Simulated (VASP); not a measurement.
# RuS2 (P-3m1) in VASP: notebook

The runs below take RuS2 through single point, with r2SCAN.

Program: VASP 6.6.1. These are calculated values, not measurements. Logs are shortened: lines on timing, memory, paths and dates and some standing lists are left out, and cuts for length are marked.

**1. The crystal as given**

It takes space group P-3m1 (No. 164, trigonal). The conventional cell has a = 3.521 Å, b = 3.521 Å, c = 5.680 Å, α = 90.00°, β = 90.00°, γ = 120.00°. Ru (site symmetry -3m) is surrounded by 6 S at 2.49 Å. Around S (site symmetry 3m) lie 3 Ru at 2.49 Å.

The cell comes from a database or a generator and needn't be the stable form of this composition.

**2. Single point, r2SCAN, collinear spin, ferromagnetic start**

INCAR

```
SYSTEM = RuS2
  ALGO = Normal
  EDIFF = 1E-6
  ENCUT = 520
  ISIF = 2
  ISMEAR = 0
  ISPIN = 2
  LASPH = .True.
  LCHARG = .False.
  LMAXMIX = 4
  LMIXTAU = .True.
  LORBIT = 11
  LREAL = .False.
  LWAVE = .False.
  MAGMOM = 1 0 0
  METAGGA = R2SCAN
  NBANDS = 24
  NELM = 60
  PREC = Accurate
  SIGMA = 0.05
```

KPOINTS

```
k-points
0
Gamma
  6 6 4
  0 0 0
```

POSCAR

```
RuS2
1.0
    3.5211794000      0.0000000000      0.0000000000
   -1.7605897000      3.0494308100      0.0000000000
    0.0000000000      0.0000000000      5.6803931900
Ru S
1 2
Direct
    0.0000000000      0.0000000000      0.0000000000
    0.3333333333      0.6666666667      0.2520000000
    0.6666666667      0.3333333333      0.7480000000
```

Potentials or basis: VASP PAW PBE potentials, release 64 (Ru_pv, S).

Started as:

```sh
> cat potpaw_PBE.64/Ru_pv/POTCAR potpaw_PBE.64/S/POTCAR > POTCAR
> mpirun -np 1 vasp_std > vasp.out
```

OUTCAR:

```text
SYSTEM = RuS2
   EDIFF = 1E-6
   ENCUT = 520
   ISIF = 2
   ISMEAR = 0
   ISPIN = 2
   LASPH = .True.
   LORBIT = 11
   LREAL = .False.
   METAGGA = R2SCAN
   NELM = 60
   PREC = Accurate

 ion  position               nearest neighbor table
   1  0.000  0.000  0.000-   2 2.49   3 2.49   3 2.49   2 2.49   3 2.49   2 2.49
   2  0.333  0.667  0.252-   1 2.49   1 2.49   1 2.49
   3  0.667  0.333  0.748-   1 2.49   1 2.49   1 2.49

  LATTYP: Found a hexagonal cell.
 ALAT       =     3.5211794000
 C/A-ratio  =     1.6132075492

  Lattice vectors:

 A1 = (   3.5211794000,   0.0000000000,   0.0000000000)
 A2 = (  -1.7605897000,   3.0494308100,   0.0000000000)
 A3 = (   0.0000000000,   0.0000000000,   5.6803931900)

Analysis of symmetry for initial positions (statically):
=====================================================================
 Subroutine PRICEL returns:
 Original cell was already a primitive cell.

 Routine SETGRP: Setting up the symmetry group for a
 hexagonal supercell.

 Subroutine GETGRP returns: Found 12 space group operations
 (whereof 12 operations were pure point group operations)
 out of a pool of 24 trial point group operations.

The static configuration has the point symmetry D_3d.

Analysis of symmetry for dynamics (positions and initial velocities):
=====================================================================
 Subroutine PRICEL returns:
 Original cell was already a primitive cell.

 Routine SETGRP: Setting up the symmetry group for a
 hexagonal supercell.

 Subroutine GETGRP returns: Found 12 space group operations
 (whereof 12 operations were pure point group operations)
 out of a pool of 24 trial point group operations.

The dynamic configuration has the point symmetry D_3d.

Analysis of structural, dynamic, and magnetic symmetry:
=====================================================================
 Subroutine PRICEL returns:
 Original cell was already a primitive cell.

 Routine SETGRP: Setting up the symmetry group for a
 hexagonal supercell.

 Subroutine GETGRP returns: Found 12 space group operations
 (whereof 12 operations were pure point group operations)
 out of a pool of 24 trial point group operations.

The overall configuration has the point symmetry D_3d.

 Subroutine INISYM returns: Found 12 space group operations
 (whereof 12 operations are pure point group operations),
 and found     1 'primitive' translations

----------------------------------------------------------------------------------------

                                     Primitive cell

  volume of cell :      60.9937

  direct lattice vectors                    reciprocal lattice vectors
     3.521179400  0.000000000  0.000000000     0.283995754  0.163965025  0.000000000
    -1.760589700  3.049430810  0.000000000     0.000000000  0.327930051  0.000000000
     0.000000000  0.000000000  5.680393190     0.000000000  0.000000000  0.176044152

  length of vectors
     3.521179400  3.521179399  5.680393190     0.327930051  0.327930051  0.176044152

  position of ions in fractional coordinates (direct lattice)
     0.000000000  0.000000000  0.000000000
     0.333333333  0.666666667  0.252000000
     0.666666667  0.333333333  0.748000000

  ion indices of the primitive-cell ions
   primitive index   ion index
                 1           1
                 2           2
                 3           3

----------------------------------------------------------------------------------------

 KPOINTS: k-points

Automatic generation of k-mesh.
 Grid dimensions read from file:
 generate k-points for:    6    6    4

 Generating k-lattice:

  Cartesian coordinates                     Fractional coordinates (reciprocal lattice)
     0.047332626  0.027327504  0.000000000     0.166666667  0.000000000  0.000000000
     0.000000000  0.054655008  0.000000000     0.000000000  0.166666667  0.000000000
     0.000000000  0.000000000  0.044011038     0.000000000  0.000000000  0.250000000

  Length of vectors
     0.054655008  0.054655008  0.044011038

  Shift w.r.t. Gamma in fractional coordinates (k-lattice)
     0.000000000  0.000000000  0.000000000

 Subroutine IBZKPT returns following result:
 ===========================================

 Found     24 irreducible k-points:

 Following reciprocal coordinates:
            Coordinates               Weight
  0.000000  0.000000  0.000000      1.000000
  0.166667 -0.000000  0.000000      6.000000
  0.333333 -0.000000  0.000000      6.000000
  0.500000  0.000000  0.000000      3.000000
  0.166667  0.166667  0.000000      6.000000
  0.333333  0.166667  0.000000     12.000000
[... 16 lines left out ...]
  0.333333  0.166667  0.500000     12.000000
  0.333333  0.333333  0.500000      2.000000
   k-points           NKPTS =     24   k-points in BZ     NKDIM =     24   number of bands    NBANDS=     24
   number of dos      NEDOS =    301   number of ions     NIONS =      3
   total plane-waves  NPLWV =  32928
[... 29 lines left out ...]
   EFERMI =   0.00;   METHOD = LEGACY
   ISMEAR =     0;   SIGMA  =   0.05  broadening in eV -4-tet -1-fermi 0-gaus
   EFERMI_NEDOS =   21; number of points for ismear=-14 and -15
   IALGO  =     38    algorithm
   IMIX   =      4    mixing-type and parameters
     AMIX     =   0.40;   BMIX     =  1.00
     AMIX_MAG =   1.60;   BMIX_MAG =  1.00
  volume/ion in A,a.u.               =      20.33       137.20
  Fermi-wavevector in a.u.,A,eV,Ry     =   1.232076  2.328286 20.653798  1.518011
  Thomas-Fermi vector in A             =   2.366860
   LORBIT       =     11    0 simple, 1 ext, 2 COOP (PROOUT), +10 PAW based schemes
   METAGGA = R2SCAN    functional components
   LHFCALC =     F    Hartree Fock is set to
   AEXX    =    0.0000 exact exchange contribution
   IVDW    =     0    specifies the selected vdW correction
   LEPSILON=     F    determine dielectric tensor
   LRPA    =     F    only Hartree local field effects (RPA)
 spin polarized calculation
 Gauss-broadening in eV      SIGMA  =   0.05
  energy-cutoff  :      520.00
  volume of cell :       60.99
 maximum number of plane-waves:      1671
 NGX is ok and might be reduce to    28

 number of electron      26.0000006 magnetization       1.8774188

 Free energy of the ion-electron system (eV)
  ---------------------------------------------------
  ext. energy  EPLUGINS =         0.00000000
  ---------------------------------------------------
  free energy    TOTEN  =       -41.99751030 eV

  energy without entropy =      -41.99558140  energy(sigma->0) =      -41.99654585

 E-fermi :   4.9172     XC(G=0): -10.7574

 val. band max:        4.8288387747   @ k =   0.0000   0.0000   0.0000
 cond. band min:       4.9260601523   @ k =   0.0000   0.1667   0.2500
 fundamental gap:      0.0972213775
 Fermi energy:         4.9172492952

 spin component 1

 k-point     1 :       0.0000    0.0000    0.0000
  band No.  band energies     occupation
      1     -40.4336      1.00000
      2     -40.4336      1.00000
      3     -40.0374      1.00000
      4      -9.5043      1.00000
      5      -7.8322      1.00000
      6      -1.0491      1.00000
[... 16 lines left out ...]
     23      18.0894      0.00000
     24      18.0894      0.00000
[... 597 lines left out ...]
      1     -40.4675      1.00000
      2     -40.4675      1.00000
      3     -40.0287      1.00000
      4      -7.8686      1.00000
      5      -7.8686      1.00000
      6      -0.1483      1.00000
[... 16 lines left out ...]
     23      16.2832      0.00000
     24      16.4757      0.00000
 Fermi energy:         4.9172492952

 spin component 2

 k-point     1 :       0.0000    0.0000    0.0000
  band No.  band energies     occupation
      1     -38.8895      1.00000
      2     -38.8022      1.00000
      3     -38.8022      1.00000
      4      -9.3064      1.00000
      5      -7.5964      1.00000
      6      -0.6138      1.00000
[... 16 lines left out ...]
     23      18.4587      0.00000
     24      18.4587      0.00000
[... 598 lines left out ...]
      2     -38.8391      1.00000
      3     -38.8391      1.00000
      4      -7.6252      1.00000
      5      -7.6252      1.00000
      6       0.3109      1.00000
[... 16 lines left out ...]
     23      16.5791      0.00000
     24      16.7303      0.00000

------------------------ aborting loop because EDIFF is reached ----------------------------------------

  FORCE on cell =-STRESS in cart. coord.  units (eV):
  Direction    XX          YY          ZZ          XY          YZ          ZX
  --------------------------------------------------------------------------------------
  -------------------------------------------------------------------------------------
  Total       -4.9523128     -4.9523128     -4.0330949      0.0000000      0.0000000      0.0000000
  in kB     -130.0868265   -130.0868263   -105.9409081      0.0000000      0.0000000      0.0000000
  external PRESSURE =    -122.0381870 kB  Pullay stress =       0.0000000 kB

 VOLUME and BASIS-vectors are now :
 -----------------------------------------------------------------------------
  energy-cutoff  :      520.00
  volume of cell :       60.99
      direct lattice vectors                 reciprocal lattice vectors
     3.521179400  0.000000000  0.000000000     0.283995754  0.163965025  0.000000000
    -1.760589700  3.049430810  0.000000000     0.000000000  0.327930051  0.000000000
     0.000000000  0.000000000  5.680393190     0.000000000  0.000000000  0.176044152

 POSITION                                       TOTAL-FORCE (eV/Angst)
 -----------------------------------------------------------------------------------
      0.00000      0.00000      0.00000        -0.000000      0.000000      0.000000
     -0.00000      2.03295      1.43146        -0.000000      0.000000     -1.404325
      1.76059      1.01648      4.24893         0.000000     -0.000000      1.404325
 -----------------------------------------------------------------------------------
    total drift:                                0.000000     -0.000000      0.000000

  FREE ENERGIE OF THE ION-ELECTRON SYSTEM (eV)
  ---------------------------------------------------
  free  energy   TOTEN  =       -41.9975102963 eV

  energy  without entropy=      -41.9955814036  energy(sigma->0) =      -41.99654585

 total charge

# of ion       s       p       d       tot
------------------------------------------
    1        0.302   6.229   5.759  12.290
    2        1.356   2.267   0.000   3.623
    3        1.356   2.267   0.000   3.623
--------------------------------------------------
tot          3.014  10.763   5.759  19.536

 magnetization (x)

# of ion       s       p       d       tot
------------------------------------------
    1        0.009   0.024   1.429   1.463
    2        0.007   0.121   0.000   0.128
    3        0.007   0.121   0.000   0.128
--------------------------------------------------
tot          0.024   0.266   1.429   1.719
```

Run time: 3 min. Hardware: 1 thread of Intel Xeon Platinum 8488C (Sapphire Rapids), shared host; peak memory 0.24 GiB.

What came out:

```yaml
Free_energy: -41.9975 eV
Pressure: -12.2 GPa
Largest_force: 1.404 eV/Å
Band_gap_on_the_k_mesh: none (metal or under the smearing width)
Net_moment: 1.88 μB per cell
Site_moments: Ru +1.46; S +0.13 μB
Valence_electrons_inside_the_program's_atomic_spheres: Ru 12.29; S 3.62
```

Forces in eV/Å, atoms in the order of the input:
```
Ru   0.000  0.000  0.000
S    0.000  0.000 -1.404
S    0.000  0.000  1.404
```

Levels at points of the mesh, in eV from the Fermi level:
Spin up:
```
           k point  band 11  band 12  band 13  band 14  band 15  band 16  band 17  band 18
(0.00, 0.00, 0.00)    -1.50    -0.51    -0.51    -0.26     2.16     2.16     6.23     6.41
(0.50, 0.00, 0.00)    -2.08    -2.05    -2.05    -1.21     2.14     2.53     6.74     7.06
(0.00, 0.00, 0.50)    -2.59    -0.70    -0.70    -0.63     2.50     2.50     6.80     7.23
(0.50, 0.00, 0.50)    -2.05    -1.72    -1.49    -1.33     1.96     2.69     6.04     6.27
```
Spin down:
```
           k point  band 8  band 9  band 10  band 11  band 12  band 13  band 14  band 15  band 16  band 17
(0.00, 0.00, 0.00)   -4.04   -1.00    -1.00    -0.30    -0.22    -0.22    -0.09     2.78     2.78     6.38
(0.50, 0.00, 0.00)   -3.58   -3.58    -2.73    -1.83    -0.99     0.02     0.54     2.73     3.10     7.26
(0.00, 0.00, 0.50)   -4.01   -2.45    -1.01    -1.01    -0.42    -0.42     0.35     3.13     3.13     6.97
(0.50, 0.00, 0.50)   -3.95   -3.53    -1.47    -1.31    -1.21     0.01     0.47     2.53     3.29     6.21
```

Caveat: the PAW data sets were made with another functional, which shifts forces and pressure a little.

**3. Single point, r2SCAN, collinear spin, antiferromagnetic start**

This run uses another cell than the first one: it holds 6 atoms, not 3.

INCAR

```
ALGO = Normal
EDIFF = 1E-6
ENCUT = 520
ISIF = 2
ISMEAR = 0
ISPIN = 2
LASPH = True
LCHARG = True
LELF = True
LMAXMIX = 4
LMIXTAU = True
LORBIT = 11
LREAL = False
LVHAR = True
LWAVE = False
MAGMOM = 1 -1 0 0 0 0
METAGGA = R2SCAN
NELM = 100
PREC = Accurate
SIGMA = 0.05
```

KPOINTS

```
k-points
0
Gamma
  6 6 2
```

POSCAR

```
RuS2
1.0
    3.5211794000      0.0000000000      0.0000000000
   -1.7605897000      3.0494308100      0.0000000000
    0.0000000000      0.0000000000     11.3607863800
Ru S
2 4
Direct
    0.0000000000      0.0000000000      0.0000000000
    0.0000000000      0.0000000000      0.5000000000
    0.3333333333      0.6666666667      0.1260000000
    0.3333333333      0.6666666667      0.6260000000
    0.6666666667      0.3333333333      0.3740000000
    0.6666666667      0.3333333333      0.8740000000
```

Potentials or basis: VASP PAW PBE potentials, release 64 (Ru_pv, S).

Started as:

```sh
> cat potpaw_PBE.64/Ru_pv/POTCAR potpaw_PBE.64/S/POTCAR > POTCAR
> mpirun -np 1 vasp_std > vasp.out
```

Run time: 6.3 min. Hardware: 1 thread of Intel Xeon Platinum 8488C (Sapphire Rapids), shared host; peak memory 0.36 GiB.

Results (log left out):

| Property | Result |
| --- | --- |
| Free energy | -84.0325 eV |
| Pressure | -12.4 GPa |
| Largest force | 1.376 eV/Å |
| Band gap on the k mesh | none (metal or under the smearing width) |
| Net moment | 0.00 μB per cell |
| Site moments | Ru +1.45, -1.45; S +0.12, -0.12 μB |
| Valence electrons inside the program's atomic spheres | Ru 12.29; S 3.62 |

Forces on the atoms (eV/Å):
```
Ru   0.000  0.000  0.000
Ru   0.000  0.000  0.000
S    0.000  0.000 -1.376
S    0.000  0.000 -1.376
S    0.000  0.000  1.376
S    0.000  0.000  1.376
```

Stress tensor (GPa, compression positive):
```
-13.22   0.00   0.00
  0.00 -13.22   0.00
  0.00   0.00 -10.69
```

Levels at points of the mesh, in eV from the Fermi level:
Spin up:
| k point | band 23 | band 24 | band 25 | band 26 | band 27 | band 28 | band 29 | band 30 |
| --- | --- | --- | --- | --- | --- | --- | --- | --- |
| (0.00, 0.00, 0.00) | -0.54 | -0.54 | -0.21 | -0.21 | -0.09 | 0.23 | 2.38 | 2.38 |
| (0.50, 0.00, 0.00) | -1.48 | -1.31 | -1.23 | -0.96 | 0.09 | 0.59 | 2.23 | 2.40 |
| (0.00, 0.00, 0.50) | -0.51 | -0.51 | -0.35 | -0.25 | -0.25 | 0.34 | 2.43 | 2.43 |
| (0.50, 0.00, 0.50) | -1.71 | -1.58 | -1.12 | -0.94 | 0.09 | 0.60 | 2.35 | 2.55 |
Spin down:
| k point | band 24 | band 25 | band 26 | band 27 | band 28 | band 29 |
| --- | --- | --- | --- | --- | --- | --- |
| (0.00, 0.00, 0.00) | -0.54 | -0.21 | -0.21 | -0.09 | 0.23 | 2.38 |
| (0.50, 0.00, 0.00) | -1.31 | -1.23 | -0.96 | 0.09 | 0.59 | 2.23 |
| (0.00, 0.00, 0.50) | -0.51 | -0.35 | -0.25 | -0.25 | 0.34 | 2.43 |
| (0.50, 0.00, 0.50) | -1.58 | -1.12 | -0.94 | 0.09 | 0.60 | 2.35 |

Caveat: the PAW data sets were made with another functional, which shifts forces and pressure a little.

**4. Single point, r2SCAN, collinear spin, ferrimagnetic start**

This run uses another cell than the first one: it holds 6 atoms, not 3.

INCAR

```
PREC     = Accurate       # precision mode
ENCUT    = 520            # plane-wave cutoff, eV
EDIFF    = 1E-6           # SCF threshold, eV
ISMEAR   = 0              # smearing method
SIGMA    = 0.05           # smearing width, eV
LREAL    = False          # projectors in reciprocal space
LASPH    = True           # aspherical terms in the spheres
NELM     = 60             # most SCF steps
ALGO     = Normal         # electronic algorithm
ISIF     = 2              # what is computed and relaxed
LWAVE    = False          # write WAVECAR
LCHARG   = True           # write CHGCAR
ISPIN    = 2              # spin polarisation
MAGMOM   = 1 -0.5 0 0 0 0 # initial moments
LORBIT   = 11             # projections on sites
LMAXMIX  = 4              # l up to which the mixer works
METAGGA  = R2SCAN         # meta-GGA
LMIXTAU  = True         
LELF     = True           # ELF
LVHAR    = True         
NBANDS   = 39             # bands
```

KPOINTS

```
Automatic mesh
0
Gamma
  5 3 4
```

POSCAR

```
RuS2
1.0
    1.7605897000      3.0494308100      0.0000000000
   -5.2817691000      3.0494308100      0.0000000000
    0.0000000000      0.0000000000      5.6803931900
Ru S
2 4
Direct
    0.0000000000      0.0000000000      0.0000000000
    0.5000000000      0.5000000000      0.0000000000
    0.5000000000      0.1666666667      0.2520000000
    0.0000000000      0.6666666667      0.2520000000
    0.5000000000      0.8333333333      0.7480000000
    0.0000000000      0.3333333333      0.7480000000
```

Started as:

```sh
> cat potpaw_PBE.64/Ru_pv/POTCAR potpaw_PBE.64/S/POTCAR > POTCAR
> mpirun -np 1 vasp_std > vasp.out
```

It took 11 min on 1 thread of Intel Xeon Platinum 8488C (Sapphire Rapids), shared host; peak memory 0.38 GiB.

Results (log left out):

* Free energy: -83.8470 eV
* Pressure: -12.1 GPa
* Largest force: 1.577 eV/Å
* Band gap on the k mesh: none (metal or under the smearing width)
* Net moment: -0.01 μB per cell
* Site moments: Ru +1.38, -1.39; S +0.04, -0.04 μB
* Valence electrons inside the program's atomic spheres: Ru 12.30; S 3.62

Forces in eV/Å, atoms in the order of the input:
```
Ru   0.000  0.000  0.000
Ru   0.000  0.000  0.000
S   -0.033  0.019 -1.576
S   -0.031  0.018 -1.575
S    0.033 -0.019  1.576
S    0.031 -0.018  1.575
```

Stress tensor (GPa, compression positive):
```
-11.26  -1.34  -0.12
 -1.34 -12.81   0.07
 -0.12   0.07 -12.28
```

Levels at points of the mesh, in eV from the Fermi level:
Spin up:
| k point | band 22 | band 23 | band 24 | band 25 | band 26 | band 27 | band 28 | band 29 | band 30 | band 31 |
| --- | --- | --- | --- | --- | --- | --- | --- | --- | --- | --- |
| (0.00, 0.00, 0.00) | -1.53 | -0.58 | -0.43 | -0.37 | -0.36 | -0.17 | 0.02 | 2.36 | 2.49 | 2.72 |
| (0.00, 0.00, 0.50) | -1.39 | -1.36 | -0.56 | -0.55 | -0.44 | -0.36 | 0.21 | 2.24 | 2.78 | 2.87 |
Spin down:
```tsv
k point	band 22	band 23	band 24	band 25	band 26	band 27	band 28	band 29	band 30	band 31
(0.00, 0.00, 0.00)	-1.54	-0.58	-0.43	-0.37	-0.36	-0.17	0.01	2.36	2.49	2.72
(0.00, 0.00, 0.50)	-1.39	-1.36	-0.56	-0.55	-0.43	-0.37	0.21	2.24	2.78	2.87
```

Caveat: the PAW data sets were made with another functional, which shifts forces and pressure a little.

**5. Overview**

```csv
spin,k mesh,supercell matrix,gap on the mesh (eV),pressure (GPa),moment (μB),largest force (eV/Å)
"collinear, ferromagnetic start",6 × 6 × 4,-,none,-12.2,1.88,1.40
"collinear, antiferromagnetic start",6 × 6 × 2,"[1, 0, 0, 0, 1, 0, 0, 0, 2]",none,-12.4,0.00,1.38
"collinear, ferrimagnetic start",5 × 3 × 4,"[1, 1, 0, -1, 1, 0, 0, 0, 1]",none,-12.1,0.01,1.58
```

Alike in all rows: task single point; level r2SCAN; potentials or basis VASP PAW PBE potentials, release 64 (Ru_pv, S); cell as given; cutoff (eV) 520; smearing gaussian 0.05 eV.

Every run on the cell as given and a fine mesh finds a metal.

Caveats: the PAW data sets were made with another functional, which shifts forces and pressure a little.

Total energies depend on the potentials used, so only differences within one code and one set of settings carry meaning.
